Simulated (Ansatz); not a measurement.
**Relaxing Al₃Ni₂**

Method: DFT PBEsol, scalar-relativistic, plane waves, PAW (Ansatz). (420 eV cutoff, 12×12×8 k-mesh, Gaussian smearing of 0.10 eV, no spin polarisation)

What was changed: biaxial strain in the a-b plane, c and atoms relaxed: -3.0 %.

Command:

```bash
ansatz run input.yaml --threads 1 --pin off --max-ram 2560MiB --backend cpu --events-out ev --progress --plain --runs-dir out
```

Input:

```yaml
crystal:
  lattice:
    - [3.8830454554, 0.0, 0.0]
    - [-1.9415227277, 3.3628160085, 0.0]
    - [0.0, 0.0, 4.9469349769]
  atoms:
    - { symbol: Al, position: [0.0, 0.0, 0.0] }
    - { symbol: Al, position: [0.3333333333, 0.6666666667, 0.6478967397] }
    - { symbol: Al, position: [0.6666666667, 0.3333333333, 0.3521032603] }
    - { symbol: Ni, position: [0.3333333333, 0.6666666667, 0.1470279919] }
    - { symbol: Ni, position: [0.6666666667, 0.3333333333, 0.8529720081] }
basis:
  ecutwfc: 420
kpoints:
  mp_grid: { grid: [12, 12, 8] }
hamiltonian:
  xc: pbesol
scf:
  occupations: { method: gaussian, width: 0.1 }
output:
  forces: true
  stress: true
  eigenvalues: true
relax:
  adjacent_minimum: "off"
  f_tol: 0.008
  max_steps: 40
  cell: { stress_tol: 0.015, fix: [a, b, gamma] }
```

F is the free energy. Steps run on the plane waves of an earlier cell, but the last one, and at times one on the way, on a freshly chosen basis, so a repeated geometry can differ a little in energy. The held parts of the cell keep their stress, so P needn't end at zero.

Steps:

```
step F − F(1) (eV) largest force component (eV/Å) V (Å³/atom) P (GPa)
   1         0.0000                           0.061       12.919     6.78
   2        -0.0006                           0.030       12.898     7.03
   3        -0.0008                           0.001       12.883     7.22
   4        -0.0008                           0.001       12.883     7.21
   5        -0.0007                           0.001       12.883     7.21
```

Relaxed structure:

```cif
data_structure
_symmetry_space_group_name_H-M 'P 1'
_symmetry_Int_Tables_number 1
_cell_length_a 3.8830
_cell_length_b 3.8830
_cell_length_c 4.9332
_cell_angle_alpha 90.000
_cell_angle_beta 90.000
_cell_angle_gamma 120.000
_cell_volume 64.42
loop_
_atom_site_label
_atom_site_type_symbol
_atom_site_fract_x
_atom_site_fract_y
_atom_site_fract_z
_atom_site_occupancy
Al1 Al 0.00000 0.00000 0.00000 1
Al2 Al 0.33333 0.66667 0.64780 1
Al3 Al 0.66667 0.33333 0.35220 1
Ni1 Ni 0.33333 0.66667 0.14790 1
Ni2 Ni 0.66667 0.33333 0.85210 1
```

It takes space group P-3m1 (No. 164, trigonal). Conventional cell: a = 3.883 Å, b = 3.883 Å, c = 4.933 Å, α = 90.00°, β = 90.00°, γ = 120.00°. Al (site symmetry -3m) has 6 Ni at 2.36 Å as nearest neighbours. Al (site symmetry 3m) is surrounded by 5 Ni at 2.46 to 2.47 Å and 3 Al at 2.67 Å. Ni (site symmetry 3m) is surrounded by 8 Al at 2.36 to 2.47 Å and 3 Ni at 2.67 Å.

The run converged. The run took 33 s on 1 thread of Intel(R) Xeon(R) 6975P-C (Granite Rapids) (shared host), peak memory 0.52 GiB.